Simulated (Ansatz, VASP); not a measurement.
SbPt in VASP and in Ansatz

```xyz
4
Lattice="4.0743 0.0000 0.0000 -2.0371 3.5284 0.0000 0.0000 0.0000 5.3868" Properties=species:S:1:pos:R:3 pbc="T T T"
Sb    0.0000    2.3523    1.3467
Sb    2.0371    1.1761    4.0401
Pt    0.0000    0.0000    0.0000
Pt    0.0000    0.0000    2.6934
```

Alike in both runs: functional PBEsol; k mesh 12 × 12 × 8; occupations gaussian, width 0.1 eV; no spin polarisation.

Ansatz relaxed the structure, and its values are those at the end. VASP's run is a single point on that final structure, the one shown.

```csv
,VASP,Ansatz
version,VASP 6.6.1,Ansatz 0.2.0
potentials or method,"VASP PAW PBE potentials, release 64 (Sb, Pt)","scalar-relativistic, plane waves, PAW"
plane-wave cutoff (eV),520,420
valence electrons in the cell,30,66
```

|  | VASP | Ansatz | Ansatz less VASP |
| --- | --- | --- | --- |
| gap on the k mesh at the Fermi level (eV) | none | none | - |
| pressure (GPa) | 10.0 | 10.2 | +0.20 |

A gap of «none» marks a metal or a gap that the smearing closes. The two sets of potentials don't hold the same shells in valence.

Caveats: the PAW data sets were made with another functional, which shifts forces and pressure a little (VASP). Spin-orbit coupling is left out, which matters for the levels of Pt, Sb.
